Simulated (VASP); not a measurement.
## Ga2O3: single point with PBE

The system is Ga2O3.

```
CELL_PARAMETERS angstrom
6.10700 -1.51855 0.00000
6.10700 1.51855 0.00000
-1.38599 0.00000 5.63001
ATOMIC_POSITIONS crystal
Ga 0.34134 0.34134 0.68598
Ga 0.65866 0.65866 0.31402
Ga 0.90950 0.90950 0.20540
Ga 0.09050 0.09050 0.79460
O 0.50410 0.50410 0.74340
O 0.49590 0.49590 0.25660
O 0.82670 0.82670 0.43680
O 0.17330 0.17330 0.56320
O 0.83550 0.83550 0.89020
O 0.16450 0.16450 0.10980
```

```json
{
 "Program": "VASP 6.6.1",
 "Task": "single point",
 "Functional": "PBE",
 "Potentials or basis": "VASP PAW PBE potentials, release 64 (Ga_d, O)",
 "Cutoff": "520 eV",
 "k mesh": "9 × 9 × 5",
 "Occupations": "gaussian, width 0.011 eV",
 "Spin": "no spin polarisation"
}
```

```json
{
  "Pressure": "10.2 GPa",
  "Largest force": "0.245 eV/Å",
  "Band gap on the k mesh": "2.42 eV, indirect (least direct gap 2.44 eV)"
}
```

Forces on the atoms (eV/Å):
```
Ga   0.033  0.000 -0.059
Ga  -0.033  0.000  0.059
Ga  -0.109  0.000 -0.069
Ga   0.109  0.000  0.069
O   -0.164  0.000 -0.057
O    0.164  0.000  0.057
O    0.033  0.000  0.048
O   -0.033  0.000 -0.048
O   -0.224  0.000  0.100
O    0.224  0.000 -0.100
```

Stress tensor (GPa, compression positive):
```
 9.94  0.00  0.17
 0.00 10.97  0.00
 0.17  0.00  9.67
```

Levels at points of the mesh, in eV from the valence-band top:
| k point | band 41 | band 42 | band 43 | band 44 | band 45 | band 46 | band 47 | band 48 |
| --- | --- | --- | --- | --- | --- | --- | --- | --- |
| (0.00, 0.00, 0.00) | -0.66 | -0.47 | -0.28 | -0.02 | 2.42 | 5.73 | 6.76 | 6.79 |

It took 15 min on 1 thread of Intel(R) Xeon(R) Platinum 8488C (Sapphire Rapids), with other jobs on the host, peak memory 0.64 GiB.

Caveat: an odd mesh through Γ misses points on the zone boundary, where band edges often lie.
